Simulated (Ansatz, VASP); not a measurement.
Ba: VASP beside Ansatz

The input INCAR:

```
SYSTEM = Ba
PREC = Accurate
ENCUT = 520
EDIFF = 1E-7
ISMEAR = 0
SIGMA = 0.1
LREAL = .False.
LASPH = .True.
NELM = 100
ALGO = Normal
ISIF = 2
LWAVE = .False.
LCHARG = .True.
GGA = PE
LELF = .True.
LVHAR = .True.
NBANDS = 22
```

File KPOINTS:

```
Automatic mesh
0
Gamma
  3 3 4
  0 0 0
```

POSCAR

```
Ba
1.0
    5.9032837500      0.0000000000      0.0000000000
   -2.9516418800      5.1123937000      0.0000000000
    0.0000000000      0.0000000000      7.4756188600
Ba
3
Direct
    0.0000000000      0.0000000000      0.0000000000
    0.0000000000      0.0000000000      0.5000000000
    0.6666666700      0.3333333300      0.5000000000
```

Input for Ansatz:

```yaml
crystal:
  lattice:
    - [5.90328375, 0.0, 0.0]
    - [-2.95164188, 5.1123937, 0.0]
    - [0.0, 0.0, 7.47561886]
  atoms:
    - { symbol: Ba, position: [0.0, 0.0, 0.0] }
    - { symbol: Ba, position: [0.0, 0.0, 0.5] }
    - { symbol: Ba, position: [0.66666667, 0.33333333, 0.5] }
basis:
  ecutwfc: 420
kpoints:
  mp_grid: { grid: [3, 3, 4] }
hamiltonian:
  xc: pbe
scf:
  occupations: { method: gaussian, width: 0.1 }
  lower_state_search: "off"
output:
  forces: true
  stress: true
  eigenvalues: true
```

Alike in both runs: task single point; functional PBE; k mesh 3 × 3 × 4; occupations gaussian, width 0.1 eV; no spin polarisation.

|  | VASP | Ansatz |
| --- | --- | --- |
| version | VASP 6.6.1 | Ansatz 0.2.0 |
| potentials or method | VASP PAW PBE potentials, release 64 (Ba_sv) | scalar-relativistic, plane waves, PAW |
| plane-wave cutoff (eV) | 520 | 420 |
| valence electrons in the cell | 30 | 30 |

Ansatz gave:

```
gap on the k mesh at the Fermi level (eV)       : none
pressure (GPa)                                  : 0.1
largest component of the traceless stress (GPa) : 0.33
```

**Question.** Estimate VASP's values.

**Answer.** gap on the k mesh at the Fermi level (eV): none; pressure (GPa): 0.2; largest component of the traceless stress (GPa): 0.26.

A gap of «none» marks a metal or a gap that the smearing closes.

Caveats: the k mesh is coarse (spacing up to 0.41 Å⁻¹), so the values aren't converged. Spin-orbit coupling is left out, which matters for the levels of Ba.
